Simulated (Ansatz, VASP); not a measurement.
# Two plane-wave programs on BN

The input INCAR:

```
ALGO = Normal
EDIFF = 1E-7
ENCUT = 520
GGA = PE
ISIF = 2
ISMEAR = -1
LASPH = T
LCHARG = F
LREAL = F
LWAVE = F
NBANDS = 11
NELM = 100
PREC = Accurate
SIGMA = 0.05
```

Contents of KPOINTS:

```
k-points
0
Gamma
  13 13 13
```

The input POSCAR:

```
BN
1.0
    0.0000000000      1.8368590123      1.8368590123
    1.8368590123      0.0000000000      1.8368590123
    1.8368590123      1.8368590123      0.0000000000
N B
1 1
Direct
    0.2500000000      0.2500000000      0.2500000000
    0.0000000000      0.0000000000      0.0000000000
```

Contents of input.yaml:

```yaml
crystal:
  lattice:
    - [0.0, 1.8368590123, 1.8368590123]
    - [1.8368590123, 0.0, 1.8368590123]
    - [1.8368590123, 1.8368590123, 0.0]
  atoms:
    - { symbol: "N", position: [0.25, 0.25, 0.25] }
    - { symbol: B, position: [0.0, 0.0, 0.0] }
hamiltonian:
  xc: pbe
  pseudopotentials: { kind: paw }
kpoints:
  mp_grid: { grid: [13, 13, 13] }
scf:
  occupations: { method: fermi_dirac, width: 0.05 }
output:
  forces: true
  stress: true
  eigenvalues: true
```

Change from the starting cell: volume scaled by 1.04.

Alike in both runs: task single point; functional PBE; k mesh 13 × 13 × 13; occupations fermi-dirac, width 0.05 eV; no spin polarisation.

```csv
,VASP,Ansatz
version,VASP 6.6.1,Ansatz 0.2.0
potentials or method,"VASP PAW PBE potentials, release 64 (N, B)",Ansatz PAW
plane-wave cutoff (eV),520,420
valence electrons in the cell,8,8
```

VASP gave:

* gap on the k mesh at the Fermi level (eV): 4.48
* least direct gap on the mesh (eV): 8.59
* pressure (GPa): -13.8

Estimate Ansatz's values.

gap on the k mesh at the Fermi level (eV): 4.49; least direct gap on the mesh (eV): 8.60; pressure (GPa): -13.9.

Caveats: an odd mesh through Γ misses points on the zone boundary, where band edges often lie (VASP); odd divisions of the mesh miss points on the zone boundary, where band edges often lie, so the gap on the mesh can be too wide (Ansatz); the pressure holds a Pulay correction of +1.0 GPa for the finite cutoff (Ansatz).
